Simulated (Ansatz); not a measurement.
## SiO2: a fit and a missing row

SiO2, Fd-3m, a = 7.401 Å. This isn't the usual stable structure of the compound. Ansatz: r2SCAN, PAW, 500 eV, Γ-centred 6×6×6 mesh on 6 atoms, Gaussian smearing 0.02 eV; no spin polarisation. Symmetry fixes shape and atoms, so the cell is only scaled; pressure is positive in compression.

| V (Å³/atom) | P (GPa) |
| --- | --- |
| 15.879 | 11.00 |
| 16.386 | 5.09 |
| 16.893 | 0.00 |
| 17.400 | -4.40 |
| 17.907 | ? |

Problem. Take V0 = 16.893 Å³/atom, fit the third-order Birch–Murnaghan form to the other rows, and predict the missing pressure.

Solution. With the Eulerian strain f = ½[(V0/V)^(2/3) − 1] and y = P/[3f(1 + 2f)^(5/2)], the form is the line y = B0 + 1.5 B0 (B0′ − 4) f. Rows (f, y): 0.02107, 157.0; 0.01026, 157.2; -0.00976, 157.9. Means f = 0.007190, y = 157.37; Σ(Δf)² = 0.0004894, ΣΔfΔy = -0.01464; the slope is their ratio. y = 157.6 − 29.92 f GPa, so B0 = 157.6 GPa and B0′ = 4 + 2 × (-29.92)/(3 × 157.6) = 3.87. At V = 17.907, f = -0.01906, y = 158.17 and P = -8.21 GPa. The run gave -8.19 GPa, so the fit is 0.02 GPa too low, a small miss on the scale of the series. The form still works here, 33 % of the fitted range beyond its end.